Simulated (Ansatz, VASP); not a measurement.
CuI: VASP beside Ansatz

```
CELL_PARAMETERS angstrom
0.00000 3.03150 3.03150
3.03150 0.00000 3.03150
3.03150 3.03150 0.00000
ATOMIC_POSITIONS crystal
Cu 0.75000 0.75000 0.75000
I 0.00000 0.00000 0.00000
```

Alike in both runs: task single point; functional PBE; k mesh 6 × 6 × 6; occupations gaussian, width 0.1 eV; collinear spin.

|  | VASP | Ansatz |
| --- | --- | --- |
| version | VASP 6.6.1 | Ansatz 0.2.0 |
| potentials or method | VASP PAW PBE potentials, release 64 (Cu, I) | scalar-relativistic, plane waves, PAW |
| plane-wave cutoff (eV) | 520 | 420 |
| valence electrons in the cell | 18 | 36 |

```csv
,VASP,Ansatz,Ansatz less VASP
gap on the k mesh at the Fermi level (eV),1.14,1.12,-0.022
least direct gap on the mesh (eV),1.14,1.12,-0.022
pressure (GPa),0.4,0.3,-0.07
net moment per atom (μB),0.00,0.00,0.000
```

With one functional, cell and mesh, what is left measures potentials, basis and numerics. The two sets of potentials don't hold the same shells in valence. Ansatz warned: «seeded_moment_not_kept».

Caveats: spin-orbit coupling is left out, which moves the levels of the heavy elements. Expect the measured gap to be larger: semilocal functionals such as PBE lack the derivative discontinuity.
